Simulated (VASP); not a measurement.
# Ca (Fm-3m) in VASP: further runs

The runs below take Ca through single point, relaxation of cell and atoms, with PBEsol, RPBE.

Program: VASP 6.6.1. These are calculated values, not measurements. Logs are shortened: lines on timing, memory, paths and dates and some standing lists are left out, and cuts for length are marked.

## 1. The structure

It takes space group Fm-3m (No. 225, cubic). Conventional cell: a = 5.601 Å, b = 5.601 Å, c = 5.601 Å, α = 90.00°, β = 90.00°, γ = 90.00°. Around Ca (site symmetry m-3m) lie 12 Ca at 3.96 Å.

## 2. Single point, PBEsol

INCAR reads:

```
PREC = Accurate
ENCUT = 520
EDIFF = 1E-7
ISMEAR = 0
SIGMA = 0.1
LREAL = False
LASPH = True
NELM = 80
ALGO = Normal
ISIF = 2
LWAVE = False
LCHARG = False
GGA = PS
```

KPOINTS reads:

```
regular mesh
0
Gamma
  14 14 14
```

POSCAR reads:

```
Ca
1.0
    0.0000000000      2.8005000000      2.8005000000
    2.8005000000      0.0000000000      2.8005000000
    2.8005000000      2.8005000000      0.0000000000
Ca
1
Direct
    0.0000000000      0.0000000000      0.0000000000
```

Potentials or basis: VASP PAW PBE potentials, release 64 (Ca_sv).

Launch:

```
$ cat potpaw_PBE.64/Ca_sv/POTCAR > POTCAR
$ mpirun -np 1 vasp_std > vasp.out
```

OUTCAR:

```text
PREC = Accurate
   ENCUT = 520
   EDIFF = 1E-7
   ISMEAR = 0
   LREAL = False
   LASPH = True
   NELM = 80
   ISIF = 2
   GGA = PS

 ion  position               nearest neighbor table
   1  0.000  0.000  0.000-

  LATTYP: Found a face centered cubic cell.
 ALAT       =     5.6010000000

  Lattice vectors:

 A1 = (   0.0000000000,   2.8005000000,   2.8005000000)
 A2 = (   2.8005000000,   0.0000000000,   2.8005000000)
 A3 = (   2.8005000000,   2.8005000000,   0.0000000000)

Analysis of symmetry for initial positions (statically):
=====================================================================
 Subroutine PRICEL returns:
 Original cell was already a primitive cell.

 Routine SETGRP: Setting up the symmetry group for a
 face centered cubic supercell.

 Subroutine GETGRP returns: Found 48 space group operations
 (whereof 48 operations were pure point group operations)
 out of a pool of 48 trial point group operations.

The static configuration has the point symmetry O_h .

Analysis of symmetry for dynamics (positions and initial velocities):
=====================================================================
 Subroutine PRICEL returns:
 Original cell was already a primitive cell.

 Routine SETGRP: Setting up the symmetry group for a
 face centered cubic supercell.

 Subroutine GETGRP returns: Found 48 space group operations
 (whereof 48 operations were pure point group operations)
 out of a pool of 48 trial point group operations.

The dynamic configuration has the point symmetry O_h .

 Subroutine INISYM returns: Found 48 space group operations
 (whereof 48 operations are pure point group operations),
 and found     1 'primitive' translations

----------------------------------------------------------------------------------------

                                     Primitive cell

  volume of cell :      43.9275

  direct lattice vectors                    reciprocal lattice vectors
     0.000000000  2.800500000  2.800500000    -0.178539547  0.178539547  0.178539547
     2.800500000  0.000000000  2.800500000     0.178539547 -0.178539547  0.178539547
     2.800500000  2.800500000  0.000000000     0.178539547  0.178539547 -0.178539547

  length of vectors
     3.960505081  3.960505081  3.960505081     0.309239566  0.309239566  0.309239566

  position of ions in fractional coordinates (direct lattice)
     0.000000000  0.000000000  0.000000000

  ion indices of the primitive-cell ions
   primitive index   ion index
                 1           1

----------------------------------------------------------------------------------------

 KPOINTS: regular mesh

Automatic generation of k-mesh.
 Grid dimensions read from file:
 generate k-points for:   14   14   14

 Generating k-lattice:

  Cartesian coordinates                     Fractional coordinates (reciprocal lattice)
    -0.012752825  0.012752825  0.012752825     0.071428571  0.000000000  0.000000000
     0.012752825 -0.012752825  0.012752825     0.000000000  0.071428571  0.000000000
     0.012752825  0.012752825 -0.012752825     0.000000000  0.000000000  0.071428571

  Length of vectors
     0.022088540  0.022088540  0.022088540

  Shift w.r.t. Gamma in fractional coordinates (k-lattice)
     0.000000000  0.000000000  0.000000000

 Subroutine IBZKPT returns following result:
 ===========================================

 Found    104 irreducible k-points:

 Following reciprocal coordinates:
            Coordinates               Weight
  0.000000  0.000000  0.000000      1.000000
  0.071429  0.000000  0.000000      8.000000
  0.142857  0.000000  0.000000      8.000000
  0.214286  0.000000  0.000000      8.000000
  0.285714  0.000000  0.000000      8.000000
  0.357143  0.000000  0.000000      8.000000
[... 16 lines left out ...]
  0.214286  0.142857  0.000000     24.000000
  0.285714  0.142857  0.000000     24.000000
 [... further k-points ...]
   k-points           NKPTS =    104   k-points in BZ     NKDIM =    104   number of bands    NBANDS=      9
   number of dos      NEDOS =    301   number of ions     NIONS =      1
   total plane-waves  NPLWV =  27000
   dimension x,y,z NGX =    30 NGY =   30 NGZ =   30
   dimension x,y,z NGXF=    60 NGYF=   60 NGZF=   60
   ions per type =               1
   NGX,Y,Z   is equivalent  to a cutoff of  12.59, 12.59, 12.59 a.u.
   NGXF,Y,Z  is equivalent  to a cutoff of  25.19, 25.19, 25.19 a.u.
 SYSTEM =  unknown system
   PREC   = accura    normal or accurate (medium, high low for compatibility)
   ISTART =      0    job   : 0-new  1-cont  2-samecut
   ICHARG =      2    charge: 1-file 2-atom 10-const
   ISPIN  =      1    spin polarized calculation?
   LNONCOLLINEAR =      F non collinear calculations
   LSORBIT =      F    spin-orbit coupling
   LASPH  =      T    aspherical Exc in radial PAW
   ENCUT  =  520.0 eV  38.22 Ry    6.18 a.u.   7.36  7.36  7.36*2*pi/ulx,y,z
   NELM   =     80;   NELMIN=  2; NELMDL= -5     # of ELM steps
   EDIFF  = 0.1E-06   stopping-criterion for ELM
   LREAL  =      F    real-space projection
   EDIFFG = 0.1E-05   stopping-criterion for IOM
   NSW    =      0    number of steps for IOM
   IBRION =     -1    ionic relax: 0-MD 1-quasi-New 2-CG
   NFREE  =      0    steps in history (QN), initial steepest desc. (CG)
   ISIF   =      2    stress and relaxation
   ISYM   =      2    0-nonsym 1-usesym 2-fastsym
   POTIM  = 0.5000    time-step for ionic-motion
   TEBEG  =    0.0;   TEEND  =   0.0 temperature during run
   PSTRESS=    0.0 pullay stress
   NELECT =      10.0000    total number of electrons
   NUPDOWN=      -1.0000    fix difference up-down
   EMIN   =  10.00;   EMAX   =-10.00  energy-range for DOS
   EFERMI =   0.00;   METHOD = LEGACY
   ISMEAR =     0;   SIGMA  =   0.10  broadening in eV -4-tet -1-fermi 0-gaus
   EFERMI_NEDOS =   21; number of points for ismear=-14 and -15
   IALGO  =     38    algorithm
   IMIX   =      4    mixing-type and parameters
     AMIX     =   0.40;   BMIX     =  1.00
     AMIX_MAG =   1.60;   BMIX_MAG =  1.00
  volume/ion in A,a.u.               =      43.93       296.44
  Fermi-wavevector in a.u.,A,eV,Ry     =   0.999607  1.888983 13.595132  0.999214
  Thomas-Fermi vector in A             =   2.131908
   LORBIT       =      0    0 simple, 1 ext, 2 COOP (PROOUT), +10 PAW based schemes
   GGA     = PS    functional components
   LHFCALC =     F    Hartree Fock is set to
   AEXX    =    0.0000 exact exchange contribution
   IVDW    =     0    specifies the selected vdW correction
   LEPSILON=     F    determine dielectric tensor
   LRPA    =     F    only Hartree local field effects (RPA)
 non-spin polarized calculation
 Gauss-broadening in eV      SIGMA  =   0.10
  energy-cutoff  :      520.00
  volume of cell :       43.93
 maximum number of plane-waves:      1243
 NGX is ok and might be reduce to    30
   NGX = 15   NGY = 15   NGZ = 15

 number of electron      10.0000000 magnetization

 number of electron       9.9999997 magnetization

 Free energy of the ion-electron system (eV)
  ---------------------------------------------------
  ext. energy  EPLUGINS =         0.00000000
  ---------------------------------------------------
  free energy    TOTEN  =        -2.12436066 eV

  energy without entropy =       -2.11739529  energy(sigma->0) =       -2.12087797

 E-fermi :   1.7295     XC(G=0):  -7.6845

 val. band max:        1.7248318728   @ k =  -0.3571   0.4286   0.0714
 cond. band min:       1.7646304882   @ k =  -0.4286   0.0714   0.0000
 fundamental gap:      0.0397986154
 Fermi energy:         1.7294535158

 k-point     1 :       0.0000    0.0000    0.0000
  band No.  band energies     occupation
      1     -40.2036      2.00000
      2     -21.1997      2.00000
      3     -21.1997      2.00000
      4     -21.1997      2.00000
      5      -2.2254      2.00000
      6       4.0070      0.00000
      7       4.0070      0.00000
      8       4.0070      0.00000
      9       5.0346      0.00000

 k-point     2 :       0.0714    0.0000    0.0000
  band No.  band energies     occupation
      1     -40.2030      2.00000
      2     -21.2058      2.00000
      3     -21.2005      2.00000
      4     -21.2005      2.00000
      5      -2.1408      2.00000
      6       3.9164      0.00000
      7       4.0394      0.00000
      8       4.0394      0.00000
      9       5.0067      0.00000

 k-point     3 :       0.1429    0.0000    0.0000
  band No.  band energies     occupation
      1     -40.2014      2.00000
      2     -21.2228      2.00000
      3     -21.2029      2.00000
      4     -21.2029      2.00000
      5      -1.8909      2.00000
      6       3.6703      0.00000
      7       4.1131      0.00000
      8       4.1131      0.00000
      9       4.9564      0.00000

 k-point     4 :       0.2143    0.0000    0.0000
  band No.  band energies     occupation
      1     -40.1991      2.00000
      2     -21.2472      2.00000
      3     -21.2063      2.00000
      4     -21.2063      2.00000
      5      -1.4880      2.00000
      6       3.3208      0.00000
      7       4.1533      0.00000
      8       4.1533      0.00000
      9       4.9794      0.00000

 k-point     5 :       0.2857    0.0000    0.0000
  band No.  band energies     occupation
      1     -40.1966      2.00000
      2     -21.2741      2.00000
      3     -21.2100      2.00000
      4     -21.2100      2.00000
      5      -0.9542      2.00000
      6       2.9061      0.00000
      7       4.1018      0.00000
      8       4.1018      0.00000
      9       5.1456      0.00000

 k-point     6 :       0.3571    0.0000    0.0000
  band No.  band energies     occupation
      1     -40.1943      2.00000
      2     -21.2982      2.00000
      3     -21.2135      2.00000
      4     -21.2135      2.00000
      5      -0.3253      2.00000
      6       2.4358      0.00000
      7       4.0066      0.00000
      8       4.0066      0.00000
      9       5.3916      0.00000
[... 169 lines left out ...]
 k-point    21 :      -0.0714    0.0714    0.0000
  band No.  band energies     occupation
      1     -40.2021      2.00000
      2     -21.2142      2.00000
      3     -21.2042      2.00000
      4     -21.2009      2.00000
      5      -2.0011      2.00000
      6       3.7826      0.00000
      7       4.0713      0.00000
      8       4.0985      0.00000
      9       4.8977      0.00000

 k-point    22 :       0.1429    0.1429    0.0000
  band No.  band energies     occupation
      1     -40.2007      2.00000
      2     -21.2220      2.00000
      3     -21.2081      2.00000
      4     -21.2081      2.00000
      5      -1.7806      2.00000
      6       3.5952      0.00000
      7       4.1845      0.00000
      8       4.1845      0.00000
      9       4.6108      0.00000

 k-point    23 :       0.2143    0.1429    0.0000
  band No.  band energies     occupation
      1     -40.1990      2.00000
      2     -21.2379      2.00000
      3     -21.2123      2.00000
      4     -21.2113      2.00000
      5      -1.4851      2.00000
      6       3.3739      0.00000
      7       4.1953      0.00000
      8       4.2726      0.00000
      9       4.5167      0.00000

 k-point    24 :       0.2857    0.1429    0.0000
  band No.  band energies     occupation
      1     -40.1968      2.00000
      2     -21.2599      2.00000
      3     -21.2165      2.00000
      4     -21.2152      2.00000
      5      -1.0461      2.00000
      6       3.0839      0.00000
      7       3.9824      0.00000
      8       4.3066      0.00000
      9       4.7228      0.00000

 [... further k-points ...]

------------------------ aborting loop because EDIFF is reached ----------------------------------------

  FORCE on cell =-STRESS in cart. coord.  units (eV):
  Direction    XX          YY          ZZ          XY          YZ          ZX
  --------------------------------------------------------------------------------------
  -------------------------------------------------------------------------------------
  Total       -0.3415694     -0.3415694     -0.3415694      0.0000000      0.0000000      0.0000000
  in kB      -12.4581272    -12.4581272    -12.4581272      0.0000000      0.0000000      0.0000000
  external PRESSURE =     -12.4581272 kB  Pullay stress =       0.0000000 kB

 VOLUME and BASIS-vectors are now :
 -----------------------------------------------------------------------------
  energy-cutoff  :      520.00
  volume of cell :       43.93
      direct lattice vectors                 reciprocal lattice vectors
     0.000000000  2.800500000  2.800500000    -0.178539547  0.178539547  0.178539547
     2.800500000  0.000000000  2.800500000     0.178539547 -0.178539547  0.178539547
     2.800500000  2.800500000  0.000000000     0.178539547  0.178539547 -0.178539547

 POSITION                                       TOTAL-FORCE (eV/Angst)
 -----------------------------------------------------------------------------------
      0.00000      0.00000      0.00000         0.000000      0.000000      0.000000
 -----------------------------------------------------------------------------------
    total drift:                               -0.000000     -0.000000      0.000000

  FREE ENERGIE OF THE ION-ELECTRON SYSTEM (eV)
  ---------------------------------------------------
  free  energy   TOTEN  =        -2.1243606559 eV

  energy  without entropy=       -2.1173952872  energy(sigma->0) =       -2.12087797
```

Run time: 72 s. Hardware: 1 thread of Intel Xeon Platinum 8175M at 2.50GHz (Skylake/Cascade Lake), shared host; peak memory 0.19 GiB.

Results:

```yaml
Free_energy: -2.1244 eV
Pressure: -1.2 GPa
Band_gap_on_the_k_mesh: none (metal or under the smearing width)
```

Caveat: the PAW data sets were made with another functional, which shifts forces and pressure a little.

(Continued in part 2 of 2.)
